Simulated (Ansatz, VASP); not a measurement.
**SiC: VASP beside Ansatz**

```
CELL_PARAMETERS angstrom
0.00000 1.79420 1.79420
1.79420 0.00000 1.79420
1.79420 1.79420 0.00000
ATOMIC_POSITIONS crystal
Si 0.00000 0.00000 0.00000
C 0.25000 0.25000 0.25000
```

Change from the starting cell: volume scaled by 0.55, crystal datasets.

Alike in both runs: task single point; functional PBE; k mesh 15 × 15 × 15; occupations fermi-dirac, width 0.05 eV; no spin polarisation.

```csv
,VASP,Ansatz
version,VASP 6.6.1,Ansatz 0.2.0
potentials or method,"VASP PAW PBE potentials, release 64 (Si, C), cutoff 520 eV","all-electron PAW with datasets made for the crystal, scalar-relativistic"
```

|  | VASP | Ansatz | Ansatz less VASP |
| --- | --- | --- | --- |
| pressure (GPa) | 384.5 | 384.3 | -0.26 |

Ansatz ran all-electron here, so the differences hold the error of VASP's frozen core and of both bases.

Caveats: the cell as given lies far from equilibrium; so large a pressure means that the cell lies far from this level's equilibrium, or that cutoff or potentials fall short (VASP). A k mesh can miss the band edges.
